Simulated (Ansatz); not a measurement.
Input and command of a plane-wave DFT calculation in Ansatz:

```yaml
crystal:
  lattice:
    - [3.1858979121, 0.1210104846, 0.0299574618]
    - [-1.4881508022, 2.7333187864, 0.0492614142]
    - [0.1182143941, 0.2927124726, 12.6765094501]
  atoms:
    - { symbol: W, position: [0.3422325104, 0.6633004591, 0.2521744576] }
    - { symbol: W, position: [0.5740426781, 0.3130891932, 0.7257177201] }
    - { symbol: Se, position: [0.3922223032, 0.7444000332, 0.6119737934] }
    - { symbol: Se, position: [0.6821869344, 0.2941299129, 0.1244505234] }
    - { symbol: Se, position: [0.3048877947, 0.6602882794, 0.8901096355] }
    - { symbol: Se, position: [0.7044277792, 0.3247921223, 0.39557387] }
basis:
  ecutwfc: 420
kpoints:
  mp_grid: { grid: [12, 12, 2] }
hamiltonian:
  xc: lda
scf:
  occupations: { method: gaussian, width: 0.05 }
output:
  forces: true
  stress: true
  eigenvalues: true
  write_density: true
  write_potential: true
  elf: true
  volumetric_format: npy
```

```bash
ansatz run input.yaml --threads 1 --pin off --max-ram 2560MiB --backend cpu --events-out ev --progress --plain --runs-dir out
```

Processor: Arm Neoverse V2, 1 thread, on a host shared with other jobs.

Q: How long does it run, and how much memory does it take?

A: About 110 s on 1 thread of Arm Neoverse V2 (shared host), peak memory 0.79 GiB. It solves 56 bands at 148 k points (the mesh reduced by the symmetry that the task leaves, which can be less than the crystal's) with about 2219 plane waves, in 8 SCF iterations.
